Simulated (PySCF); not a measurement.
Simulated outer-valence photoelectron spectrum of oxalic acid, `O=C(O)C(=O)O`. Method: EOM-IP-CCSD/aug-cc-pVDZ in PySCF, restricted Hartree–Fock reference, frozen core, non-relativistic, gas phase, PBE0-D3(BJ)/def2-SVP geometry.

Each root has a Gaussian of 0.5 eV full width with its one-hole share as area; cross sections and vibrations are left out, and the highest printed point is 100.

```csv
ionisation energy (eV),intensity
10.0,0
10.2,1
10.4,10
10.6,29
10.8,36
11.0,19
11.2,4
11.4,0
11.6,0
11.8,0
12.0,2
12.2,19
12.4,64
12.6,100
12.8,77
13.0,29
13.2,5
13.4,0
13.6,0
13.8,0
14.0,0
14.2,3
14.4,16
14.6,35
14.8,31
15.0,13
15.2,11
15.4,34
15.6,60
15.8,57
16.0,28
16.2,7
16.4,1
16.6,1
16.8,7
17.0,25
17.2,36
17.4,22
17.6,5
17.8,1
```

Task: Where are the maxima, and how many lines lie under the curve?

Result: 5 maxima, at 10.8, 12.6, 14.7, 15.7 and 17.2 eV, from 8 lines. At this width some lines have no maximum of their own.

Task: List the lines with their holes.

Result: 
| E (eV) | leading hole (HF orbital) | area | Koopmans (eV) |
| --- | --- | --- | --- |
| 10.75 | HOMO | 0.95 | 12.66 |
| 12.53 | HOMO-1 | 0.94 | 13.89 |
| 12.60 | HOMO-3 | 0.94 | 14.72 |
| 12.76 | HOMO-2 | 0.94 | 13.95 |
| 14.67 | HOMO-4 | 0.95 | 16.62 |
| 15.56 | HOMO-5 | 0.93 | 17.34 |
| 15.80 | HOMO-6 | 0.94 | 18.00 |
| 17.19 | HOMO-7 | 0.92 | 18.76 |

The widest gap, 1.91 eV, lies between 12.76 and 14.67 eV. Only orbitals with −ε under 21 eV, eight at most, were ionised, so the high end of the curve may lack lines.

Hardware: one thread of an Intel Xeon Platinum 8488C (shared host). Cost: 5.1 min wall, 3.0 GiB resident at most.

Shape of the structure used: `[O:1]=[C:2]([OH:3])[C:4](=[O:5])[OH:6]`: O1–C2–C4–O5 178°, H–O3–C2–O1 0°, H–O6–C4–C2 180°.

One conformer stands for the species.
